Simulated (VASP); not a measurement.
# PbS (P-6m2) in VASP: further runs, part 2 of 3

VASP 6.6.1.

## (3) Single point, PBE

The input, INCAR:

```
SYSTEM = PbS
PREC = Accurate
ENCUT = 600
EDIFF = 1E-6
ISMEAR = 0
SIGMA = 0.05
LREAL = .FALSE.
LASPH = .TRUE.
NELM = 100
ALGO = Normal
ISIF = 2
LWAVE = .FALSE.
LCHARG = .FALSE.
GGA = PE
NBANDS = 12
ADDGRID = .FALSE.
```

The input, KPOINTS:

```
Automatic mesh
0
G
  8 8 7
  0 0 0
```

The input, POSCAR:

```
PbS
1.0
    4.0896976867      0.0000000000      0.0000000000
   -2.0448488433      3.5417820905      0.0000000000
    0.0000000000      0.0000000000      3.7881670000
Pb S
1 1
Direct
    0.0000000000      0.0000000000      0.0000000000
    0.6666666667      0.3333333333      0.5000000000
```

Potentials or basis: VASP PAW PBE potentials, release 64 (Pb, S).

The run is started by

```console
> cat potpaw_PBE.64/Pb/POTCAR potpaw_PBE.64/S/POTCAR > POTCAR
> mpirun -np 1 vasp_std > vasp.out
```

OUTCAR:

```text
SYSTEM = PbS
   PREC = Accurate
   ENCUT = 600
   EDIFF = 1E-6
   ISMEAR = 0
   LREAL = .FALSE.
   LASPH = .TRUE.
   NELM = 100
   ISIF = 2
   GGA = PE

 Found     40 irreducible k-points:

 Following reciprocal coordinates:
            Coordinates               Weight
  0.000000  0.000000  0.000000      1.000000
  0.125000  0.000000  0.000000      6.000000
  0.250000  0.000000  0.000000      6.000000
  0.375000  0.000000  0.000000      6.000000
  0.500000  0.000000  0.000000      3.000000
  0.125000  0.125000  0.000000      6.000000
   k-points           NKPTS =     40   k-points in BZ     NKDIM =     40   number of bands    NBANDS=     12
   number of dos      NEDOS =    301   number of ions     NIONS =      2
   total plane-waves  NPLWV =  38880
   dimension x,y,z NGX =    36 NGY =   36 NGZ =   30
   dimension x,y,z NGXF=    72 NGYF=   72 NGZF=   60
   ions per type =               1   1
   NGX,Y,Z   is equivalent  to a cutoff of  14.63, 14.63, 13.17 a.u.
   NGXF,Y,Z  is equivalent  to a cutoff of  29.27, 29.27, 26.33 a.u.
 SYSTEM =  PbS
   PREC   = accura    normal or accurate (medium, high low for compatibility)
   ISTART =      0    job   : 0-new  1-cont  2-samecut
   ICHARG =      2    charge: 1-file 2-atom 10-const
   ISPIN  =      1    spin polarized calculation?
   LNONCOLLINEAR =      F non collinear calculations
   LSORBIT =      F    spin-orbit coupling
   LASPH  =      T    aspherical Exc in radial PAW
   ENCUT  =  600.0 eV  44.10 Ry    6.64 a.u.   8.17  8.17  7.57*2*pi/ulx,y,z
   NELM   =    100;   NELMIN=  2; NELMDL= -5     # of ELM steps
   EDIFF  = 0.1E-05   stopping-criterion for ELM
   LREAL  =      F    real-space projection
   EDIFFG = 0.1E-04   stopping-criterion for IOM
   NSW    =      0    number of steps for IOM
   IBRION =     -1    ionic relax: 0-MD 1-quasi-New 2-CG
   NFREE  =      0    steps in history (QN), initial steepest desc. (CG)
   ISIF   =      2    stress and relaxation
   ISYM   =      2    0-nonsym 1-usesym 2-fastsym
   POTIM  = 0.5000    time-step for ionic-motion
   TEBEG  =    0.0;   TEEND  =   0.0 temperature during run
   PSTRESS=    0.0 pullay stress
   NELECT =      10.0000    total number of electrons
   NUPDOWN=      -1.0000    fix difference up-down
   EMIN   =  10.00;   EMAX   =-10.00  energy-range for DOS
   EFERMI =   0.00;   METHOD = LEGACY
   ISMEAR =     0;   SIGMA  =   0.05  broadening in eV -4-tet -1-fermi 0-gaus
   EFERMI_NEDOS =   21; number of points for ismear=-14 and -15
   IALGO  =     38    algorithm
   IMIX   =      4    mixing-type and parameters
     AMIX     =   0.40;   BMIX     =  1.00
     AMIX_MAG =   1.60;   BMIX_MAG =  1.00
  volume/ion in A,a.u.               =      27.44       185.14
  Fermi-wavevector in a.u.,A,eV,Ry     =   0.928170  1.753987 11.721408  0.861499
  Thomas-Fermi vector in A             =   2.054318
   LORBIT       =      0    0 simple, 1 ext, 2 COOP (PROOUT), +10 PAW based schemes
   GGA     = PE    functional components
   LHFCALC =     F    Hartree Fock is set to
   AEXX    =    0.0000 exact exchange contribution
   IVDW    =     0    specifies the selected vdW correction
   LEPSILON=     F    determine dielectric tensor
   LRPA    =     F    only Hartree local field effects (RPA)
 non-spin polarized calculation
 Gauss-broadening in eV      SIGMA  =   0.05
  energy-cutoff  :      600.00
  volume of cell :       54.87
 maximum number of plane-waves:      1845
 NGX is ok and might be reduce to    36
   NGX = 17   NGY = 17   NGZ = 15

 number of electron      10.0000000 magnetization

 Free energy of the ion-electron system (eV)
  ---------------------------------------------------
  ext. energy  EPLUGINS =         0.00000000
  ---------------------------------------------------
  free energy    TOTEN  =        -8.55690307 eV

  energy without entropy =       -8.55688398  energy(sigma->0) =       -8.55689352

 E-fermi :   3.9074     XC(G=0):  -9.3460

 val. band max:        3.8110817789   @ k =   0.3750   0.2500   0.0000
 cond. band min:       4.0115607193   @ k =   0.3750   0.2500   0.4286
 fundamental gap:      0.2004789405
 Fermi energy:         3.9074070338

 k-point     1 :       0.0000    0.0000    0.0000
  band No.  band energies     occupation
      1      -9.2473      2.00000
      2      -2.5633      2.00000
      3       1.7533      2.00000
      4       2.2252      2.00000
      5       2.2252      2.00000
      6       7.3541      0.00000
      7       7.3541      0.00000
      8       9.1636      0.00000
      9      10.3991      0.00000
     10      10.9400      0.00000
     11      14.8171      0.00000
     12      14.8173      0.00000

 k-point     2 :       0.1250    0.0000    0.0000
  band No.  band energies     occupation
      1      -9.1298      2.00000
      2      -2.8335      2.00000
      3       1.8708      2.00000
      4       2.0414      2.00000
      5       2.2501      2.00000
      6       6.7308      0.00000
      7       7.6738      0.00000
      8       9.4286      0.00000
      9       9.9362      0.00000
     10      12.0267      0.00000
     11      13.9776      0.00000
     12      14.5710      0.00000

 k-point     3 :       0.2500    0.0000    0.0000
  band No.  band energies     occupation
      1      -8.8077      2.00000
      2      -3.5033      2.00000
      3       1.6602      2.00000
      4       2.1829      2.00000
      5       2.2451      2.00000
      6       6.0212      0.00000
      7       8.3698      0.00000
      8       9.0034      0.00000
      9       9.8568      0.00000
     10      12.5705      0.00000
     11      14.3793      0.00000
     12      14.8882      0.00000

 k-point     4 :       0.3750    0.0000    0.0000
  band No.  band energies     occupation
      1      -8.4019      2.00000
      2      -4.2340      2.00000
      3       1.3389      2.00000
      4       2.1574      2.00000
      5       2.5508      2.00000
      6       5.8073      0.00000
      7       8.1723      0.00000
      8       8.9553      0.00000
      9       9.5918      0.00000
     10      13.3352      0.00000
     11      14.7266      0.00000
     12      14.7859      0.00000

 k-point     5 :       0.5000    0.0000    0.0000
  band No.  band energies     occupation
      1      -8.1921      2.00000
      2      -4.5730      2.00000
      3       1.2183      2.00000
      4       2.1017      2.00000
      5       2.7271      2.00000
      6       5.8206      0.00000
      7       7.8320      0.00000
      8       9.1579      0.00000
      9       9.2944      0.00000
     10      14.6604      0.00000
     11      14.8191      0.00000
     12      14.9659      0.00000

 k-point     6 :       0.1250    0.1250    0.0000
  band No.  band energies     occupation
      1      -8.9091      2.00000
      2      -3.2955      2.00000
      3       1.5812      2.00000
      4       2.0865      2.00000
      5       2.4511      2.00000
      6       6.2099      0.00000
      7       8.0601      0.00000
      8       9.2683      0.00000
      9       9.8045      0.00000
     10      12.7184      0.00000
     11      14.1205      0.00000
     12      14.3542      0.00000

 [... further k-points ...]

------------------------ aborting loop because EDIFF is reached ----------------------------------------

  FORCE on cell =-STRESS in cart. coord.  units (eV):
  Direction    XX          YY          ZZ          XY          YZ          ZX
  --------------------------------------------------------------------------------------
  -------------------------------------------------------------------------------------
  Total       -0.0885944     -0.0885944     -0.1408592     -0.0000000      0.0000000      0.0000000
  in kB       -2.5868700     -2.5868700     -4.1129526     -0.0000000      0.0000000      0.0000000
  external PRESSURE =      -3.0955642 kB  Pullay stress =       0.0000000 kB

 VOLUME and BASIS-vectors are now :
 -----------------------------------------------------------------------------
  energy-cutoff  :      600.00
  volume of cell :       54.87
      direct lattice vectors                 reciprocal lattice vectors
     4.089697687  0.000000000  0.000000000     0.244516851  0.141171870  0.000000000
    -2.044848843  3.541782090  0.000000000     0.000000000  0.282343740  0.000000000
     0.000000000  0.000000000  3.788167000     0.000000000  0.000000000  0.263979914

 POSITION                                       TOTAL-FORCE (eV/Angst)
 -----------------------------------------------------------------------------------
      0.00000      0.00000      0.00000        -0.000000     -0.000000      0.000000
      2.04485      1.18059      1.89408         0.000000      0.000000      0.000000
 -----------------------------------------------------------------------------------
    total drift:                               -0.000000      0.000000     -0.000000

  FREE ENERGIE OF THE ION-ELECTRON SYSTEM (eV)
  ---------------------------------------------------
  free  energy   TOTEN  =        -8.5569030703 eV

  energy  without entropy=       -8.5568839772  energy(sigma->0) =       -8.55689352
```

OSZICAR:

```text
N       E                     dE             d eps       ncg     rms          rms(c)
DAV:   1     0.340466699544E+02    0.34047E+02   -0.42574E+03   960   0.752E+02
DAV:   2    -0.640875418460E+01   -0.40455E+02   -0.38801E+02  1248   0.117E+02
DAV:   3    -0.916006973418E+01   -0.27513E+01   -0.27428E+01  1220   0.306E+01
DAV:   4    -0.918667465154E+01   -0.26605E-01   -0.26601E-01  1156   0.365E+00
DAV:   5    -0.918707614596E+01   -0.40149E-03   -0.40149E-03  1208   0.457E-01    0.837E+00
DAV:   6    -0.856503159600E+01    0.62204E+00   -0.24454E+00  1096   0.530E+00    0.541E+00
DAV:   7    -0.855702146881E+01    0.80101E-02   -0.20623E-01  1236   0.192E+00    0.363E+00
DAV:   8    -0.855745014739E+01   -0.42868E-03   -0.31375E-02  1136   0.870E-01    0.518E-01
DAV:   9    -0.855668419844E+01    0.76595E-03   -0.69785E-03  1144   0.301E-01    0.337E-01
DAV:  10    -0.855689695730E+01   -0.21276E-03   -0.87695E-04  1152   0.143E-01    0.562E-02
DAV:  11    -0.855689700331E+01   -0.46007E-07   -0.32993E-05  1188   0.330E-02    0.372E-02
DAV:  12    -0.855690108017E+01   -0.40769E-05   -0.57385E-06  1176   0.112E-02    0.718E-03
DAV:  13    -0.855690304414E+01   -0.19640E-05   -0.27260E-06  1156   0.901E-03    0.345E-03
DAV:  14    -0.855690307028E+01   -0.26138E-07   -0.28463E-08   696   0.108E-03
   1 F= -.85569031E+01 E0= -.85568935E+01  d E =-.190931E-04
```

stdout:

```text
POSCAR found type information on POSCAR PbS
 POSCAR found :  2 types and       2 ions
 scaLAPACK will be used
 LDA part: xc-table for (Slater+PW92), standard interpolation
 POSCAR, INCAR and KPOINTS ok, starting setup
 FFT: planning ... GRIDC
 FFT: planning ... GRID_SOFT
 FFT: planning ... GRID
 WAVECAR not read
 entering main loop
```

Run time: 16 s. Hardware: 1 thread of Intel Xeon 6975P-C (Granite Rapids), shared host; peak memory 0.21 GiB.

The run converged, but some of its settings lie outside the range that counts as converged, so its numbers aren't taken as properties of the crystal.

What came out:

```yaml
Free_energy: -8.5569 eV
Pressure: -0.3 GPa
Band_gap_on_the_k_mesh: 0.20 eV, indirect (least direct gap 1.65 eV)
```

Caveat: spin-orbit coupling is left out, which as a rule narrows the gap of such compounds by several tenths of an eV; an odd mesh through Γ misses points on the zone boundary, where band edges often lie.

## (4) Single point, PBE

INCAR is that of step 3.

KPOINTS is that of step 3.

The input, POSCAR:

```
PbS
1.0
    4.0896976867      0.0000000000      0.0000000000
   -2.0448488433      3.5417820905      0.0000000000
    0.0000000000      0.0000000000      3.7881670000
Pb S
1 1
Direct
    0.0512430000     -0.0024510000     -0.0244300000
    0.6810560000      0.3414810000      0.4970830000
```

The run is started by

```console
> cat potpaw_PBE.64/Pb/POTCAR potpaw_PBE.64/S/POTCAR > POTCAR
> mpirun -np 1 vasp_std > vasp.out
```

It took 66 s on 1 thread of Intel Xeon 6975P-C (Granite Rapids), shared host; peak memory 0.33 GiB.

The run converged, but some of its settings lie outside the range that counts as converged, so its numbers aren't taken as properties of the crystal.

Results:

```
Free energy            : -8.5328 eV
Pressure               : 0.1 GPa
Largest force          : 0.315 eV/Å
Band gap on the k mesh : 0.03 eV, indirect (least direct gap 1.66 eV)
```

Caveat: spin-orbit coupling is left out, which as a rule narrows the gap of such compounds by several tenths of an eV; an odd mesh through Γ misses points on the zone boundary, where band edges often lie.

## (5) Single point, PBE

INCAR: that of step 4 with these lines changed.

```diff
@@ -2,3 +2,3 @@
 PREC = Accurate
-ENCUT = 600
+ENCUT = 500
 EDIFF = 1E-6
```

The input, KPOINTS:

```
Automatic mesh
0
G
  9 9 9
  0 0 0
```

The input, POSCAR:

```
PbS
1.0
    4.0896976867      0.0000000000      0.0000000000
   -2.0448488433      3.5417820905      0.0000000000
    0.0000000000      0.0000000000      3.7881670000
Pb S
1 1
Direct
    0.0000000000      0.0000000000      0.0000000000
    0.6666666667      0.3333333333      0.5000000000
```

The run is started by

```console
> cat potpaw_PBE.64/Pb/POTCAR potpaw_PBE.64/S/POTCAR > POTCAR
> mpirun -np 1 vasp_std > vasp.out
```

Wall time 20 s (1 thread of Intel Xeon 6975P-C (Granite Rapids), shared host); peak memory 0.19 GiB.

The run converged, but some of its settings lie outside the range that counts as converged, so its numbers aren't taken as properties of the crystal.

What came out:

```
Free energy            : -8.5583 eV
Pressure               : -0.4 GPa
Band gap on the k mesh : none (metal or under the smearing width)
```

(Part 2 of 3 ends here.)
